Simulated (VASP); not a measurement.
Write the native input for VASP 6.6.1 that does the following.

* Task: electrostatic potential
* Functional: r2SCAN
* Potentials or basis: VASP PAW PBE potentials, release 64 (Mg)
* Cutoff: 520 eV
* k mesh: 16 × 16 × 8
* Occupations: methfessel-paxton, width 0.1 eV
* Spin: no spin polarisation
* Further INCAR settings: ALGO = Normal; EDIFF = 1e-06

The structure of Mg lies in POSCAR:

```
Mg                                      
1.0
    3.1813130906      0.0000000000      0.0000000000
   -1.5906565453      2.7550979498     -0.0000000000
    0.0000000000     -0.0000000000      5.1161341056
  Mg            
     2
Direct
     0.3333333300000021    0.6666666699999979    0.2500000000000000
     0.6666666699999979    0.3333333300000021    0.7500000000000000
```

The cell was built by a generator and needn't be a form met in nature.

The input as run:

INCAR

```
PREC = Accurate
ENCUT = 520
EDIFF = 1E-6
ISMEAR = 1
SIGMA = 0.1
LREAL = False
LASPH = True
NELM = 60
ALGO = Normal
ISIF = 2
LWAVE = False
LCHARG = True
METAGGA = R2SCAN
LMIXTAU = True
LVHAR = True
```

KPOINTS

```
regular mesh
0
Gamma
  16 16 8
```

Potentials or basis: VASP PAW PBE potentials, release 64 (Mg).

Launch:

```console
$ cat potpaw_PBE.64/Mg/POTCAR > POTCAR
$ mpirun -np 1 vasp_std > vasp.out
```

It gave:

```yaml
Pressure: 0.0 GPa
Band_gap_on_the_k_mesh: none (metal or under the smearing width)
```

Caveat: the PAW data sets were made with another functional, which shifts forces and pressure a little.

It took 87 s on 1 thread of AMD EPYC 9R45 (Zen 5) (shared host), peak memory 0.16 GiB.
